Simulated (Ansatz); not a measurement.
The system is MnH2O2 (Pyrochroite).

```
Mn O H
1.0
     3.25000    0.00000    0.00000
    -1.62500    2.81458    0.00000
     0.00000    0.00000    4.48000
Mn O H
1 2 2
Direct
  0.00000 0.00000 0.00000
  0.66667 0.33333 0.77400
  0.33333 0.66667 0.22600
  0.66667 0.33333 0.55400
  0.33333 0.66667 0.44600
```

- Program: Ansatz 0.2.0
- Task: relaxation of cell and atoms
- Functional: PBEsol
- Potentials or basis: Ansatz PAW
- Cutoff: 420 eV (not typed: the program's choice for these potentials)
- k mesh: 9 × 9 × 6
- Occupations: fermi-dirac, width 0.05 eV
- Spin: collinear spin, ferromagnetic start
- Starting moments: [4.0, 0.0, 0.0, 0.0, 0.0] μB

At the start: volume 8.20 Å³/atom.

Task: Where does the relaxation end?

Result: It ends after 7 steps and the volume is 8.62 Å³/atom (+5.1 %); space group P-3m1 (No. 164, to 0.05 Å); moment 5.00 μB per cell.

The path:
| step | energy change (eV) | largest force (eV/Å) | volume (Å³) |
| --- | --- | --- | --- |
| 1 | 0.0000 | 0.8937 | 40.98 |
| 2 | -0.0475 | 0.2875 | 42.35 |
| 3 | -0.0517 | 0.0143 | 42.74 |
| 4 | -0.0510 | 0.0035 | 42.89 |
| 5 | -0.0625 | 0.0058 | 42.89 |
| 6 | -0.0618 | 0.0035 | 43.08 |
| 7 | -0.0628 | 0.0036 | 43.08 |

Final structure:
```
CELL_PARAMETERS angstrom
3.30319 0.00000 0.00000
-1.65160 2.86065 0.00000
0.00000 0.00000 4.55941
ATOMIC_POSITIONS crystal
Mn 0.00000 0.00000 0.00000
O 0.66667 0.33333 0.76770
O 0.33333 0.66667 0.23230
H 0.66667 0.33333 0.55294
H 0.33333 0.66667 0.44706
```

Caveat: the plane-wave basis is chosen anew once the cell has moved, so the energies of steps on either side of that aren't comparable; the pressure holds a Pulay correction of +0.8 GPa for the finite cutoff; a cell with one magnetic atom can't hold antiferromagnetic order, which such compounds often take; the PAW data sets come from PBE, with cores solved anew for the run's functional, which leaves a small shift of forces and pressure.
